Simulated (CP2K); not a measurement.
## Li under changes of volume

One of the cells (21.354 Å³/atom); the others are scaled copies at fixed shape and fractional positions:

```
Li
1.0
     3.11410    0.00000    0.00000
     1.55705    2.69689    0.00000
     1.55705    0.89896    2.54265
Li
1
Direct
  0.00000 0.00000 0.00000
```

This isn't the form of Li at room conditions, which is bcc.

```yaml
Program: CP2K 2026.2
Functional: PBE
Potentials_or_basis: POTENTIAL_UZH Li GTH-PBE-q3; TZVP-MOLOPT-PBE-GTH basis
Density_cutoff: 6123 eV
k_mesh: 10 × 10 × 10
Occupations: fermi-dirac, width 0.05 eV
Spin: no spin polarisation
```

| volume (Å³/atom) | energy over the lowest point (meV/atom) | pressure (GPa) |
| --- | --- | --- |
| 20.073 | 0.08 | 0.2 |
| 20.500 | 0.00 | -0.1 |
| 20.927 | 0.67 | -0.4 |
| 21.354 | 2.03 | -0.6 |
| 21.781 | 4.01 | -0.9 |
| 22.208 | ? | ? |
| 22.635 | 9.68 | -1.2 |

**Question.** What does the run at 22.208 Å³/atom give?

**Answer.** Energy over the lowest point 6.59 meV/atom; pressure -1.1 GPa.

Worked out: A Birch-Murnaghan fit of order 3 (a polynomial in V^(-2/3)) to the other rows has its minimum at 20.33 Å³/atom with B0 = V·E''(V) = 13.8 GPa and B' = 3.0. It gives 6.58 meV/atom at 22.208 Å³/atom, against the run's 6.59, and -dE/dV = -1.1 GPa, against -1.1.

Energies are extrapolated to zero smearing.

Caveats: the basis of atomic orbitals isn't converged, which shifts pressures, moduli and gaps.
